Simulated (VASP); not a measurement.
Crystal: Si.

```
CELL_PARAMETERS angstrom
3.83132 0.00000 0.00000
-1.91566 3.31802 0.00000
0.00000 0.00000 6.33262
ATOMIC_POSITIONS crystal
Si 0.66667 0.33333 0.93699
Si 0.33333 0.66667 0.43699
Si 0.66667 0.33333 0.56301
Si 0.33333 0.66667 0.06301
```

This isn't the form of Si at room conditions, which is diamond.

Base run:

* Program: VASP 6.6.1
* Functional: r2SCAN
* Potentials or basis: VASP PAW PBE potentials, release 64 (Si)
* Cutoff: 520 eV
* k mesh: 8 × 8 × 4
* Occupations: gaussian, width 0.02 eV
* Spin: no spin polarisation

Its results: band gap on the k mesh 0.62 eV, indirect (least direct gap 1.37 eV).

Question: The run is repeated on the same cell with these changes: functional from r2SCAN to LDA; potentials or basis from VASP PAW PBE potentials, release 64 (Si) to VASP PAW LDA potentials, release 64 (Si). What comes out?

Answer: Band gap on the k mesh 0.31 eV, indirect (least direct gap 0.93 eV).
